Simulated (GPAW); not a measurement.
# free-standing triangular Co monolayer, spacing 2.8 A: spin-spiral energies

Aim: the energy of spin spirals in free-standing triangular Co monolayer, spacing 2.8 A along a path of wavevectors.

Method: LDA; plane waves with GPAW's PAW setups, scalar-relativistic, flat spin spiral by the generalised Bloch theorem, in GPAW 26.7.0.

Report form: the programs' logs are mostly left out.

**1. Set-up**

The cell holds 1 atom: 1 Co. Its edges and angles: a = 2.800 Å, b = 2.800 Å, c = 14.000 Å, α = 90.0°, β = 90.0°, γ = 120.0°. model lattice. Vacuum lies along c.

The settings of this session are not all sound (see the inputs), so it shows what such settings give, not the properties of the crystal.

**2. Reference state**

The energies of all spirals count from this run, made with the same spinor basis and mesh so that errors cancel.

The moments start as ferro +, in the xy plane (a flat spiral, cone angle 90°).

Contents of spiral0.py:

```python
import json
import numpy as np
from ase import Atoms
from ase.parallel import paropen, parprint
from gpaw import GPAW
from gpaw.spinorbit import soc_eigenstates

atoms = Atoms(['Co'],
    cell=[[2.8, 0.0, 0.0],
         [-1.4, 2.424871, 0.0],
         [0.0, 0.0, 14.0]],
    scaled_positions=[[0.0, 0.0, 0.5]],
    pbc=True)
magmoms = [[2.0, 0.0, 0.0]]
atoms.calc = GPAW(mode={'name': 'pw', 'ecut': 220.0, 'qspiral': [0.0, 0.0, 0.0]},
    xc='LDA',
    kpts={'size': (8, 8, 1), 'gamma': True},
    occupations={'name': 'fermi-dirac', 'width': 0.1},
    convergence={'density': 1e-05, 'energy': 1e-05},
    maxiter=200,
    magmoms=magmoms,
    symmetry='off',
    parallel={'domain': 1, 'band': 1},
    txt='spiral0.txt')
e = atoms.get_potential_energy(force_consistent=True)
total, sites = atoms.calc.dft.magmoms()
res = {'free_energy': e, 'fermi_energy': atoms.calc.get_fermi_level(), 'total': total.tolist(), 'moments': sites.tolist()}
parprint(f'free energy: {e:.6f} eV')
parprint('site moments (muB):', np.round(sites, 3))
e0 = soc_eigenstates(atoms.calc, projected=True, scale=0.0).calculate_band_energy()
res['planes'] = []
for theta, phi in [[0, 0], [90, 0], [90, 90], [90, 180], [90, 270], [180, 0]]:  # the normal of the spiral plane
    de = soc_eigenstates(atoms.calc, projected=True, theta=theta, phi=phi).calculate_band_energy() - e0
    res['planes'].append([theta, phi, 1000 * de])
    parprint(f'normal theta {theta} phi {phi}: spin-orbit energy {1000 * de:.4f} meV')
with paropen('results.json', 'w') as f:
    json.dump(res, f)
```

Launch:

```bash
OMP_NUM_THREADS=1 mpirun -n 4 gpaw python spiral0.py > spiral0.log
```

The job ended after 18 s (4 MPI ranks of Arm Neoverse V1, shared host; peak memory 0.63 GiB).

This step gave:

* magnetization: 2.152, 0, 0 μB
* final state: ferromagnetic
* largest moment: 2.054 μB

After 12 cycles the largest moment stands at 2.05 μB.

**3. Self-consistent at q = (0.4444, 0.1111, 0)**

Letting the density relax at each wavevector costs more and lets the moment shrink where turning it is dear.

spiral4.py is the script of step 2 with these lines changed:

```diff
@@ -13,4 +13,4 @@
     pbc=True)
-magmoms = [[2.0, 0.0, 0.0]]
-atoms.calc = GPAW(mode={'name': 'pw', 'ecut': 220.0, 'qspiral': [0.0, 0.0, 0.0]},
+magmoms = [[2.05, 0.0, 0.0]]
+atoms.calc = GPAW(mode={'name': 'pw', 'ecut': 220.0, 'qspiral': [0.444444, 0.111111, 0.0]},
     xc='LDA',
@@ -23,3 +23,3 @@
     parallel={'domain': 1, 'band': 1},
-    txt='spiral0.txt')
+    txt='spiral4.txt')
 e = atoms.get_potential_energy(force_consistent=True)
```

Launch:

```bash
OMP_NUM_THREADS=1 mpirun -n 4 gpaw python spiral4.py > spiral4.log
```

Elapsed: 22 s, on 4 MPI ranks; peak memory 0.64 GiB; 87 s of CPU time.

This step gave:

```yaml
magnetization: 1.882, 0, 0 μB
final_state: spiral
largest_moment: 1.853 μB
```

Moments of a spiral are printed for the first cell, in the frame that turns with it; over the crystal the turning parts cancel.

It lies 771 meV a seeded atom from q = 0, with a moment of 1.85 μB against 2.05 μB.

Projected spin-orbit coupling at the spiral's frozen potential. Spin orbit by plane, by row:

```csv
theta of the normal (degrees),phi (degrees),spin-orbit energy (meV a cell)
0,0,-2.675
90,0,-3.401
90,90,-3.58
90,180,-3.401
90,270,-3.58
180,0,-2.675
```

**4. Self-consistent at q = (0.3333, 0.3333, 0)**

spiral6.py is the script of step 3 with these lines changed:

```diff
@@ -14,3 +14,3 @@
 magmoms = [[2.05, 0.0, 0.0]]
-atoms.calc = GPAW(mode={'name': 'pw', 'ecut': 220.0, 'qspiral': [0.444444, 0.111111, 0.0]},
+atoms.calc = GPAW(mode={'name': 'pw', 'ecut': 220.0, 'qspiral': [0.333333, 0.333333, 0.0]},
     xc='LDA',
@@ -23,3 +23,3 @@
     parallel={'domain': 1, 'band': 1},
-    txt='spiral4.txt')
+    txt='spiral6.txt')
 e = atoms.get_potential_energy(force_consistent=True)
```

Launch:

```bash
OMP_NUM_THREADS=1 mpirun -n 4 gpaw python spiral6.py > spiral6.log
```

It took 22 s on 4 MPI ranks; peak memory 0.63 GiB; 88 s of CPU time.

Numbers from this step:

```yaml
magnetization: 1.858, 0, 0 μB
final_state: spiral
largest_moment: 1.847 μB
```

It lies 941 meV a seeded atom from q = 0, with a moment of 1.85 μB against 2.05 μB.

Projected spin-orbit coupling at the spiral's frozen potential. Spin orbit by plane, by row:

```csv
theta of the normal (degrees),phi (degrees),spin-orbit energy (meV a cell)
0,0,-2.466
90,0,-3.663
90,90,-3.519
90,180,-3.663
90,270,-3.519
180,0,-2.466
```

**5. The whole path**

Wavevectors, in fractions of the reciprocal vectors: (0, 0, 0); (0.167, -0, 0); (0.333, -0, 0); (0.5, -0, 0); (0.444, 0.111, 0); (0.389, 0.222, 0); (0.333, 0.333, 0); (0.222, 0.222, 0); (0.111, 0.111, 0); (0, 0, 0). The path runs through Γ, M, K, Γ.

The energy less that at q = 0, self-consistent by path:

```csv
path (Å⁻¹),"energy less that at q = 0, self-consistent (meV a seeded atom)"
0.00,0
0.43,107
0.86,384
1.30,756
1.54,771
1.79,838
2.04,941
2.54,507
3.04,140
3.54,0
```

Table of moment, largest site moment by path:

```csv
path (Å⁻¹),"moment, largest site moment (μB)"
0.00,2.05
0.43,1.98
0.86,1.89
1.30,1.88
1.54,1.85
1.79,1.88
2.04,1.85
2.54,1.91
3.04,1.97
3.54,2.05
```

Spin-orbit energy of the spiral against path; values in meV a cell:

```csv
path (Å⁻¹),normal theta 0 phi 0,normal theta 90 phi 0,normal theta 90 phi 90,half the difference of normals +x and -x,of +y and -y,of +z and -z
0.00,-2.16,-2.69,-2.69,-7.1e-12,-3.6e-12,3.6e-12
0.43,-2.15,-2.82,-2.86,7.1e-12,-3.6e-12,0
0.86,-2.55,-3.10,-3.19,0,7.1e-12,3.6e-12
1.30,-2.71,-3.30,-3.55,0,0,0
1.54,-2.68,-3.40,-3.58,0,-7.1e-12,-3.6e-12
1.79,-2.57,-3.54,-3.58,7.1e-12,3.6e-12,0
2.04,-2.47,-3.66,-3.52,0,-7.1e-12,3.6e-12
2.54,-2.73,-3.41,-3.29,-7.1e-12,0,3.6e-12
3.04,-2.24,-2.93,-2.86,0,0,0
3.54,-2.16,-2.69,-2.69,-7.1e-12,-3.6e-12,3.6e-12
```

**6. Outcome**

* lowest point: (0, 0, 0), 0 meV a seeded atom (self-consistent)
* highest point: (0.333, 0.333, 0), 941 meV a seeded atom

**Reading.** No spiral on the path lies under the state at q = 0; the dearest costs 941 meV a seeded atom. The moment changes by 10 % along the path. Opposite normals cost the same, so no Dzyaloshinskii–Moriya term shows on this path. The mesh is the same for all points and was not tested: differences of a few meV, and of some ten in a metal, can be noise.

[Logs and program files are shortened in this print: banners, set-up blocks, solver, clock and traceback lines can be left out without a mark of their own.]

[Logs are printed without paths, hosts, clocks, repeated set-up lines and the standing remarks that a program may print on its own settings, such as how far it seeks lower states.]

[Hosts, paths, dates, database ids (printed as entryN), source tags and the programs' standing remarks are cut or masked in the printed files.]

[Where a cell is said to come from a database of computed structures, the database is the Materials Project.]
